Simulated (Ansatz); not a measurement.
Crystal: CdGeAs2.

```xyz
8
Lattice="-2.9889 2.9889 5.6643 2.9889 -2.9889 5.6643 2.9889 2.9889 -5.6643" Properties=species:S:1:pos:R:3 pbc="T T T"
Cd    0.0000    0.0000    5.6643
Cd    2.9889    0.0000    2.8321
As    1.4944    1.3224   -1.4161
As    1.6665   -1.4944    7.0804
As    1.4944    1.6665    4.2482
As    1.3224    4.4833    1.4161
Ge    0.0000    2.9889    2.8321
Ge    0.0000    0.0000    0.0000
```

The cell is a database's computed one.

Base run:

* Program: Ansatz 0.2.0
* Functional: LDA
* Potentials or basis: Ansatz PAW
* Cutoff: 420 eV (not typed: the program's choice for these potentials)
* k mesh: 6 × 6 × 6
* Occupations: fermi-dirac, width 0.05 eV
* Spin: no spin polarisation

Its results: band gap on the k mesh 0.19 eV, indirect (least direct gap 0.22 eV); pressure -2.6 GPa; largest force 0.222 eV/Å.

Q: The run is repeated on the same cell with these changes: functional from LDA to PBEsol. What comes out?

A: Band gap on the k mesh 0.19 eV, indirect (least direct gap 0.22 eV); pressure -0.7 GPa; largest force 0.178 eV/Å.

PBEsol binds less tightly than LDA, so the same cell stands under more pressure.

Caveats: the k mesh misses the band edges, so the gap on the mesh is wider than the one along the path; the PAW data sets come from PBE, with cores solved anew for the run's functional, which leaves a small shift of forces and pressure.
